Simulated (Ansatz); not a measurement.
# Iridium, fcc under PBEsol: from relaxation to bulk modulus, part 2 of 2

The plan for iridium in the fcc structure: relax it, solve it on a dense k-mesh, switch on spin-orbit coupling, then scale the cell to 7 volumes from 88 to 112 % of the relaxed one and try a fit of the equation of state. The start is ferromagnetic. The k-meshes are 14×14×14 for the relaxation; 23×23×23 for the dense run; 14×14×14 for spin-orbit coupling; 23×23×23 for the volumes. It starts from a deposited cell (COD).

Ansatz 0.2.0; DFT, PBEsol, plane waves (420 eV) with PAW, scalar-relativistic. The steps go on from the part before.

### 3 The energy on a finer k-mesh

input.yaml

```yaml
crystal:
  lattice:
    - [0.0, 1.9155221637, 1.9155221637]
    - [1.9155221637, 0.0, 1.9155221637]
    - [1.9155221637, 1.9155221637, 0.0]
  atoms:
    - { symbol: Ir, position: [0.0, 0.0, 0.0], spin: 1.0 }
hamiltonian:
  xc: pbesol
  pseudopotentials:
    kind: paw
    azcp:
      Ir: "pseudopotentials/Ir.paw.azcp"
basis:
  ecutwfc: 420
  fft_grid_basis: typed
kpoints:
  mp_grid: { grid: [23, 23, 23], shift: [0, 0, 0] }
magnetization:
  spin_polarized: true
scf:
  occupations: { method: fermi_dirac, width: 0.05 }
```

Log, shortened:

```text
Warning: <dir> the record states the generating functional pbe (its physics header spells it `PBE`), which answers neither for hamiltonian.xc's functional nor for the pbesol family's — results may be inconsistent (PPs are generated against a specific XC)
Warning: RAYON_NUM_THREADS=4 ignored (pool sized by the plan → 4); use --threads N
[...]
Pseudopotentials: kind: paw
Pseudopotential: Ir, paw, valence charge 17, recommended cutoff 420 eV (normal), <dir>
Functional definition: PBEsol
[...]
Crystal: 1 atoms, lattice volume = 14.057 Å³
Basis set: ecut = 420 eV, 283 PW (Γ)
Bands: 13, of which v1, the nominal top of the filled ones, is band 9 counted from 1 (8 counted from 0)
Symmetry: 48 space group operations
[...]
WARN: the starting moments were not kept: the SCF closed with an absolute magnetisation of 3.0e-7 μB, where they sum to 1 μB in size (1 site). That is at most 0.1 of that sum. Measured as dr2_m measures the in/out step, that magnetisation stands 4.6e-14 eV from none, at or under the [...]
SCF converged after 8 iterations
Magnetization: 0.0000 μB (8.5000 up, 8.5000 down)
Absolute magnetization: 0.0000 μB (∫|ρ↑−ρ↓|, with the PAW one-centre terms)
Spin contamination: 0.0000 ħ² per cell (⟨S²⟩ above its minimum at these occupations)
Per-site moments (μB) at R_I (Å): [(6.657848733356931e-8, 1.1174449369589534)]
Free energy (F): -11799.040940 eV
[...]
E sigma→0 (E₀):  -11799.037818 eV
Entropy (-TS):   -0.006244 eV (-6.244 meV/atom)
Fermi energy:    25.838470 eV
[...]
```

Run time: 2.6 s. Hardware: 4 threads of an Arm CPU, shared host; peak memory 0.36 GiB.

### 4 A two-component run at the same geometry

input.yaml

```yaml
crystal:
  lattice:
    - [0.0, 1.9155221637, 1.9155221637]
    - [1.9155221637, 0.0, 1.9155221637]
    - [1.9155221637, 1.9155221637, 0.0]
  atoms:
    - { symbol: Ir, position: [0.0, 0.0, 0.0], spin: 1.0, spin_axis: [0, 0, 1] }
hamiltonian:
  xc: pbesol
  pseudopotentials:
    kind: paw_fr
    azcp:
      Ir: "pseudopotentials/Ir.paw.azcp"
basis:
  ecutwfc: 420
  fft_grid_basis: typed
kpoints:
  mp_grid: { grid: [14, 14, 14], shift: [0, 0, 0] }
magnetization:
  noncollinear: true
  spin_orbit: true
scf:
  occupations: { method: fermi_dirac, width: 0.05 }
```

Log, shortened:

```text
Warning: <dir> the record states the generating functional pbe (its physics header spells it `PBE`), which answers neither for hamiltonian.xc's functional nor for the pbesol family's — results may be inconsistent (PPs are generated against a specific XC)
Warning: RAYON_NUM_THREADS=4 ignored (pool sized by the plan → 4); use --threads N
[...]
Pseudopotentials: kind: paw_fr
Pseudopotential: Ir, paw_fr, valence charge 17, recommended cutoff 420 eV (normal), <dir>
[... 1 set-up line as earlier in the session ...]
[...]
Crystal: 1 atoms, lattice volume = 14.057 Å³
Basis set: ecut = 420 eV, 283 PW (Γ)
Bands: 26, of which v1, the nominal top of the filled ones, is band 17 counted from 1 (16 counted from 0)
[...]
WARN: the starting moments were not kept: the SCF closed with an absolute magnetisation of 1.1e-6 μB, where they sum to 1 μB in size (1 site). That is at most 0.1 of that sum. Measured as dr2_m measures the in/out step, that magnetisation stands 5.4e-13 eV from none, at or under the [...]
SCF converged after 14 iterations
Magnetization: |M| = 0.0000 μB,  M = (+0.0000, +0.0000, -0.0000) μB
Absolute magnetization: 0.0000 μB (∫|m|, with the PAW one-centre terms)
  site 0: m = (+0.0000, +0.0000, -0.0000) μB, |m| = 0.0000 μB  (R = 1.12 Å)
Free energy (F): -11830.280505 eV
[...]
E sigma→0 (E₀):  -11830.275495 eV
Entropy (-TS):   -0.010020 eV (-10.020 meV/atom)
Fermi energy:    25.814717 eV
[...]
```

Run time: 8.5 s. Hardware: 4 threads of an Arm CPU, shared host; peak memory 0.46 GiB.

With and without spin-orbit coupling:

```csv
,scalar-relativistic,with spin-orbit coupling
k-mesh,23×23×23,14×14×14
gap on the mesh,none (levels filled in part),none (levels filled in part)
magnetic state,non-magnetic,non-magnetic
```

The meshes differ, so small differences between the columns need not come from spin-orbit coupling.

### 5 The cell scaled to 88 % of its volume

input.yaml

```yaml
crystal:
  lattice:
    - [0.0, 1.8356141864, 1.8356141864]
    - [1.8356141864, 0.0, 1.8356141864]
    - [1.8356141864, 1.8356141864, 0.0]
  atoms:
    - { symbol: Ir, position: [0.0, 0.0, 0.0], spin: 1.0 }
hamiltonian:
  xc: pbesol
  pseudopotentials:
    kind: paw
    azcp:
      Ir: "pseudopotentials/Ir.paw.azcp"
basis:
  ecutwfc: 420
  fft_grid_basis: typed
kpoints:
  mp_grid: { grid: [23, 23, 23], shift: [0, 0, 0] }
magnetization:
  spin_polarized: true
scf:
  occupations: { method: fermi_dirac, width: 0.05 }
output:
  stress: true
```

Log, shortened:

```text
Warning: <dir> the record states the generating functional pbe (its physics header spells it `PBE`), which answers neither for hamiltonian.xc's functional nor for the pbesol family's — results may be inconsistent (PPs are generated against a specific XC)
Warning: RAYON_NUM_THREADS=4 ignored (pool sized by the plan → 4); use --threads N
[...]
[... 3 set-up lines as earlier in the session ...]
[...]
Crystal: 1 atoms, lattice volume = 12.370 Å³
Basis set: ecut = 420 eV, 259 PW (Γ)
Bands: 13, of which v1, the nominal top of the filled ones, is band 9 counted from 1 (8 counted from 0)
[... 1 set-up line as earlier in the session ...]
[...]
WARN: the starting moments were not kept: the SCF closed with an absolute magnetisation of 3.2e-7 μB, where they sum to 1 μB in size (1 site). That is at most 0.1 of that sum. Measured as dr2_m measures the in/out step, that magnetisation stands 5.8e-14 eV from none, at or under the [...]
SCF converged after 8 iterations
Magnetization: -0.0000 μB (8.5000 up, 8.5000 down)
Absolute magnetization: 0.0000 μB (∫|ρ↑−ρ↓|, with the PAW one-centre terms)
Spin contamination: 0.0000 ħ² per cell (⟨S²⟩ above its minimum at these occupations)
Per-site moments (μB) at R_I (Å): [(-2.8362914512299244e-7, 1.0708295720476755)]
Free energy (F): -11798.728954 eV
[...]
E sigma→0 (E₀):  -11798.726369 eV
Entropy (-TS):   -0.005169 eV (-5.169 meV/atom)
Fermi energy:    30.270895 eV
[...]
--- Stress (GPa, compression-positive) ---
       67.570273      -0.000000       0.000000
       -0.000000      67.570273      -0.000000
        0.000000      -0.000000      67.570273
  P = ⅓ Tr σ = 67.5703 GPa (675.703 kbar)
```

Run time: 2.7 s. Hardware: 4 threads of an Arm CPU, shared host; peak memory 0.35 GiB.

### 6 The cell scaled to 92 % of its volume

input.yaml: that of step 5 with these lines changed.

```diff
@@ -2,5 +2,5 @@
   lattice:
-    - [0.0, 1.8356141864, 1.8356141864]
-    - [1.8356141864, 0.0, 1.8356141864]
-    - [1.8356141864, 1.8356141864, 0.0]
+    - [0.0, 1.8630154528, 1.8630154528]
+    - [1.8630154528, 0.0, 1.8630154528]
+    - [1.8630154528, 1.8630154528, 0.0]
   atoms:
```

Log, shortened:

```text
Warning: <dir> the record states the generating functional pbe (its physics header spells it `PBE`), which answers neither for hamiltonian.xc's functional nor for the pbesol family's — results may be inconsistent (PPs are generated against a specific XC)
Warning: RAYON_NUM_THREADS=4 ignored (pool sized by the plan → 4); use --threads N
[...]
[... 3 set-up lines as earlier in the session ...]
[...]
Crystal: 1 atoms, lattice volume = 12.932 Å³
Basis set: ecut = 420 eV, 259 PW (Γ)
Bands: 13, of which v1, the nominal top of the filled ones, is band 9 counted from 1 (8 counted from 0)
[... 1 set-up line as earlier in the session ...]
[...]
WARN: the starting moments were not kept: the SCF closed with an absolute magnetisation of 4.4e-7 μB, where they sum to 1 μB in size (1 site). That is at most 0.1 of that sum. Measured as dr2_m measures the in/out step, that magnetisation stands 1.0e-13 eV from none, at or under the [...]
SCF converged after 8 iterations
Magnetization: -0.0000 μB (8.5000 up, 8.5000 down)
Absolute magnetization: 0.0000 μB (∫|ρ↑−ρ↓|, with the PAW one-centre terms)
Spin contamination: 0.0000 ħ² per cell (⟨S²⟩ above its minimum at these occupations)
Per-site moments (μB) at R_I (Å): [(-3.966124896145346e-7, 1.0868144596074203)]
Free energy (F): -11798.914667 eV
[...]
E sigma→0 (E₀):  -11798.911917 eV
Entropy (-TS):   -0.005500 eV (-5.500 meV/atom)
Fermi energy:    28.669078 eV
[...]
--- Stress (GPa, compression-positive) ---
       39.387025       0.000000      -0.000000
        0.000000      39.387025      -0.000000
       -0.000000       0.000000      39.387025
  P = ⅓ Tr σ = 39.3870 GPa (393.870 kbar)
```

Wall time 2.7 s (4 threads of an Arm CPU, shared host); peak memory 0.36 GiB.

### 7 The cell scaled to 96 % of its volume

input.yaml: that of step 6 with these lines changed.

```diff
@@ -2,5 +2,5 @@
   lattice:
-    - [0.0, 1.8630154528, 1.8630154528]
-    - [1.8630154528, 0.0, 1.8630154528]
-    - [1.8630154528, 1.8630154528, 0.0]
+    - [0.0, 1.8896335555, 1.8896335555]
+    - [1.8896335555, 0.0, 1.8896335555]
+    - [1.8896335555, 1.8896335555, 0.0]
   atoms:
```

Log, shortened:

```text
Warning: <dir> the record states the generating functional pbe (its physics header spells it `PBE`), which answers neither for hamiltonian.xc's functional nor for the pbesol family's — results may be inconsistent (PPs are generated against a specific XC)
Warning: RAYON_NUM_THREADS=4 ignored (pool sized by the plan → 4); use --threads N
[...]
[... 3 set-up lines as earlier in the session ...]
[...]
Crystal: 1 atoms, lattice volume = 13.495 Å³
Basis set: ecut = 420 eV, 259 PW (Γ)
Bands: 13, of which v1, the nominal top of the filled ones, is band 9 counted from 1 (8 counted from 0)
[... 1 set-up line as earlier in the session ...]
[...]
WARN: the starting moments were not kept: the SCF closed with an absolute magnetisation of 2.8e-7 μB, where they sum to 1 μB in size (1 site). That is at most 0.1 of that sum. Measured as dr2_m measures the in/out step, that magnetisation stands 3.4e-14 eV from none, at or under the [...]
SCF converged after 8 iterations
Magnetization: -0.0000 μB (8.5000 up, 8.5000 down)
Absolute magnetization: 0.0000 μB (∫|ρ↑−ρ↓|, with the PAW one-centre terms)
Spin contamination: 0.0000 ħ² per cell (⟨S²⟩ above its minimum at these occupations)
Per-site moments (μB) at R_I (Å): [(-9.477594298906636e-8, 1.1023424783676492)]
Free energy (F): -11799.012420 eV
[...]
E sigma→0 (E₀):  -11799.009492 eV
Entropy (-TS):   -0.005856 eV (-5.856 meV/atom)
Fermi energy:    27.196452 eV
[...]
--- Stress (GPa, compression-positive) ---
       17.202614      -0.000000      -0.000000
       -0.000000      17.202614      -0.000000
        0.000000      -0.000000      17.202614
  P = ⅓ Tr σ = 17.2026 GPa (172.026 kbar)
```

It took 2.7 s on 4 threads of an Arm CPU, shared host; peak memory 0.36 GiB.

### 8 The cell scaled to 100 % of its volume

input.yaml: that of step 7 with these lines changed.

```diff
@@ -2,5 +2,5 @@
   lattice:
-    - [0.0, 1.8896335555, 1.8896335555]
-    - [1.8896335555, 0.0, 1.8896335555]
-    - [1.8896335555, 1.8896335555, 0.0]
+    - [0.0, 1.9155221637, 1.9155221637]
+    - [1.9155221637, 0.0, 1.9155221637]
+    - [1.9155221637, 1.9155221637, 0.0]
   atoms:
```

Log, shortened:

```text
Warning: <dir> the record states the generating functional pbe (its physics header spells it `PBE`), which answers neither for hamiltonian.xc's functional nor for the pbesol family's — results may be inconsistent (PPs are generated against a specific XC)
Warning: RAYON_NUM_THREADS=4 ignored (pool sized by the plan → 4); use --threads N
[...]
[... 3 set-up lines as earlier in the session ...]
[...]
Crystal: 1 atoms, lattice volume = 14.057 Å³
Basis set: ecut = 420 eV, 283 PW (Γ)
Bands: 13, of which v1, the nominal top of the filled ones, is band 9 counted from 1 (8 counted from 0)
[... 1 set-up line as earlier in the session ...]
[...]
WARN: the starting moments were not kept: the SCF closed with an absolute magnetisation of 3.0e-7 μB, where they sum to 1 μB in size (1 site). That is at most 0.1 of that sum. Measured as dr2_m measures the in/out step, that magnetisation stands 4.6e-14 eV from none, at or under the [...]
SCF converged after 8 iterations
Magnetization: 0.0000 μB (8.5000 up, 8.5000 down)
Absolute magnetization: 0.0000 μB (∫|ρ↑−ρ↓|, with the PAW one-centre terms)
Spin contamination: 0.0000 ħ² per cell (⟨S²⟩ above its minimum at these occupations)
Per-site moments (μB) at R_I (Å): [(6.661915027258262e-8, 1.1174449369589534)]
Free energy (F): -11799.040940 eV
[...]
E sigma→0 (E₀):  -11799.037818 eV
Entropy (-TS):   -0.006244 eV (-6.244 meV/atom)
Fermi energy:    25.838470 eV
[...]
--- Stress (GPa, compression-positive) ---
       -0.251111      -0.000000       0.000000
       -0.000000      -0.251111      -0.000000
       -0.000000      -0.000000      -0.251111
  P = ⅓ Tr σ = -0.2511 GPa (-2.511 kbar)
```

Wall time 2.8 s (4 threads of an Arm CPU, shared host); peak memory 0.37 GiB.

### 9 The cell scaled to 104 % of its volume

input.yaml: that of step 8 with these lines changed.

```diff
@@ -2,5 +2,5 @@
   lattice:
-    - [0.0, 1.9155221637, 1.9155221637]
-    - [1.9155221637, 0.0, 1.9155221637]
-    - [1.9155221637, 1.9155221637, 0.0]
+    - [0.0, 1.9407292934, 1.9407292934]
+    - [1.9407292934, 0.0, 1.9407292934]
+    - [1.9407292934, 1.9407292934, 0.0]
   atoms:
```

Log, shortened:

```text
Warning: <dir> the record states the generating functional pbe (its physics header spells it `PBE`), which answers neither for hamiltonian.xc's functional nor for the pbesol family's — results may be inconsistent (PPs are generated against a specific XC)
Warning: RAYON_NUM_THREADS=4 ignored (pool sized by the plan → 4); use --threads N
[...]
[... 3 set-up lines as earlier in the session ...]
[...]
Crystal: 1 atoms, lattice volume = 14.619 Å³
Basis set: ecut = 420 eV, 283 PW (Γ)
Bands: 13, of which v1, the nominal top of the filled ones, is band 9 counted from 1 (8 counted from 0)
[... 1 set-up line as earlier in the session ...]
[...]
WARN: the starting moments were not kept: the SCF closed with an absolute magnetisation of 3.9e-7 μB, where they sum to 1 μB in size (1 site). That is at most 0.1 of that sum. Measured as dr2_m measures the in/out step, that magnetisation stands 7.8e-14 eV from none, at or under the [...]
SCF converged after 8 iterations
Magnetization: 0.0000 μB (8.5000 up, 8.5000 down)
Absolute magnetization: 0.0000 μB (∫|ρ↑−ρ↓|, with the PAW one-centre terms)
Spin contamination: 0.0000 ħ² per cell (⟨S²⟩ above its minimum at these occupations)
Per-site moments (μB) at R_I (Å): [(1.8826539777580797e-7, 1.1321498461436763)]
Free energy (F): -11799.015041 eV
[...]
E sigma→0 (E₀):  -11799.011708 eV
Entropy (-TS):   -0.006667 eV (-6.667 meV/atom)
Fermi energy:    24.582667 eV
[...]
--- Stress (GPa, compression-positive) ---
      -13.954666       0.000000       0.000000
        0.000000     -13.954666       0.000000
       -0.000000       0.000000     -13.954666
  P = ⅓ Tr σ = -13.9547 GPa (-139.547 kbar)
```

Wall time 2.8 s (4 threads of an Arm CPU, shared host); peak memory 0.37 GiB.

### 10 The cell scaled to 108 % of its volume

input.yaml: that of step 9 with these lines changed.

```diff
@@ -2,5 +2,5 @@
   lattice:
-    - [0.0, 1.9407292934, 1.9407292934]
-    - [1.9407292934, 0.0, 1.9407292934]
-    - [1.9407292934, 1.9407292934, 0.0]
+    - [0.0, 1.9652980952, 1.9652980952]
+    - [1.9652980952, 0.0, 1.9652980952]
+    - [1.9652980952, 1.9652980952, 0.0]
   atoms:
```

Log, shortened:

```text
Warning: <dir> the record states the generating functional pbe (its physics header spells it `PBE`), which answers neither for hamiltonian.xc's functional nor for the pbesol family's — results may be inconsistent (PPs are generated against a specific XC)
Warning: RAYON_NUM_THREADS=4 ignored (pool sized by the plan → 4); use --threads N
[...]
[... 3 set-up lines as earlier in the session ...]
[...]
Crystal: 1 atoms, lattice volume = 15.182 Å³
Basis set: ecut = 420 eV, 307 PW (Γ)
Bands: 13, of which v1, the nominal top of the filled ones, is band 9 counted from 1 (8 counted from 0)
[... 1 set-up line as earlier in the session ...]
[...]
WARN: the starting moments were not kept: the SCF closed with an absolute magnetisation of 1.5e-6 μB, where they sum to 1 μB in size (1 site). That is at most 0.1 of that sum. Measured as dr2_m measures the in/out step, that magnetisation stands 1.0e-12 eV from none, at or under the [...]
SCF converged after 8 iterations
Magnetization: 0.0000 μB (8.5000 up, 8.5000 down)
Absolute magnetization: 0.0000 μB (∫|ρ↑−ρ↓|, with the PAW one-centre terms)
Spin contamination: 0.0000 ħ² per cell (⟨S²⟩ above its minimum at these occupations)
Per-site moments (μB) at R_I (Å): [(1.2996649958349854e-6, 1.1464823783893634)]
Free energy (F): -11798.946485 eV
[...]
E sigma→0 (E₀):  -11798.942920 eV
Entropy (-TS):   -0.007131 eV (-7.131 meV/atom)
Fermi energy:    23.418356 eV
[...]
--- Stress (GPa, compression-positive) ---
      -24.671892       0.000000       0.000000
       -0.000000     -24.671892       0.000000
        0.000000       0.000000     -24.671892
  P = ⅓ Tr σ = -24.6719 GPa (-246.719 kbar)
```

Run time: 2.8 s. Hardware: 4 threads of an Arm CPU, shared host; peak memory 0.38 GiB.

### 11 The cell scaled to 112 % of its volume

input.yaml: that of step 10 with these lines changed.

```diff
@@ -2,5 +2,5 @@
   lattice:
-    - [0.0, 1.9652980952, 1.9652980952]
-    - [1.9652980952, 0.0, 1.9652980952]
-    - [1.9652980952, 1.9652980952, 0.0]
+    - [0.0, 1.9892675074, 1.9892675074]
+    - [1.9892675074, 0.0, 1.9892675074]
+    - [1.9892675074, 1.9892675074, 0.0]
   atoms:
```

Log, shortened:

```text
Warning: <dir> the record states the generating functional pbe (its physics header spells it `PBE`), which answers neither for hamiltonian.xc's functional nor for the pbesol family's — results may be inconsistent (PPs are generated against a specific XC)
Warning: RAYON_NUM_THREADS=4 ignored (pool sized by the plan → 4); use --threads N
[...]
[... 3 set-up lines as earlier in the session ...]
[...]
Crystal: 1 atoms, lattice volume = 15.744 Å³
Basis set: ecut = 420 eV, 331 PW (Γ)
Bands: 13, of which v1, the nominal top of the filled ones, is band 9 counted from 1 (8 counted from 0)
[... 1 set-up line as earlier in the session ...]
[...]
WARN: the starting moments were not kept: the SCF closed with an absolute magnetisation of 2.6e-7 μB, where they sum to 1 μB in size (1 site). That is at most 0.1 of that sum. Measured as dr2_m measures the in/out step, that magnetisation stands 2.6e-14 eV from none, at or under the [...]
SCF converged after 9 iterations
Magnetization: 0.0000 μB (8.5000 up, 8.5000 down)
Absolute magnetization: 0.0000 μB (∫|ρ↑−ρ↓|, with the PAW one-centre terms)
Spin contamination: 0.0000 ħ² per cell (⟨S²⟩ above its minimum at these occupations)
Per-site moments (μB) at R_I (Å): [(1.872592872035765e-7, 1.1604652488631955)]
Free energy (F): -11798.844661 eV
[...]
E sigma→0 (E₀):  -11798.840840 eV
Entropy (-TS):   -0.007641 eV (-7.641 meV/atom)
Fermi energy:    22.336184 eV
[...]
--- Stress (GPa, compression-positive) ---
      -33.002637       0.000000       0.000000
        0.000000     -33.002637      -0.000000
       -0.000000       0.000000     -33.002637
  P = ⅓ Tr σ = -33.0026 GPa (-330.026 kbar)
```

It took 3 s on 4 threads of an Arm CPU, shared host; peak memory 0.38 GiB.

### 12 Fitting the volumes

All volumes keep the relaxed shape and fractional coordinates.

```csv
V (Å³/atom),E − E₀ (meV/atom),P from the stress (GPa),P from the fit (GPa)
12.370,311.4,67.57,67.65
12.932,125.8,39.39,39.32
13.495,28.3,17.20,17.12
14.057,-0.1,-0.25,-0.30
14.619,26.1,-13.95,-13.99
15.182,94.8,-24.67,-24.74
15.744,196.9,-33.00,-33.16
```

Fit (Birch-Murnaghan, third order): V₀ = 14.046 Å³/atom, B₀ = 387 GPa, B₀′ = 5.0, largest residual 0.08 meV/atom.

The fit is made to E(σ → 0), while the stress belongs to the free energy F; that is one source of the offset between the two pressures.

### 13 Outcome

This closing draws on all 2 parts.

```
                      quantity                         value
space group (spins left aside)               Fm-3m (No. 225)
             conventional cell                   a = 3.831 Å
                        volume                14.057 Å³/atom
             shortest distance                       2.709 Å
   against the measured volume       -0.7 % (14.149 Å³/atom)
               gap on the mesh  none (levels filled in part)
                magnetic state                  non-magnetic
                   V₀, B₀, B₀′  14.046 Å³/atom, 387 GPa, 5.0
```

The relaxed volume lies 0.7 % below the deposited cell. Part of the miss is zero-point motion and any thermal expansion in the deposited cell. The moments die out: the run ends non-magnetic. Levels at the Fermi energy are filled in part, as in a metal. Totals with and without spin-orbit coupling (-31.2 eV/atom apart) can't be read as binding, since the two-component data shift the zero of energy. The fitted modulus is 387 GPa, among the stiffest elements.
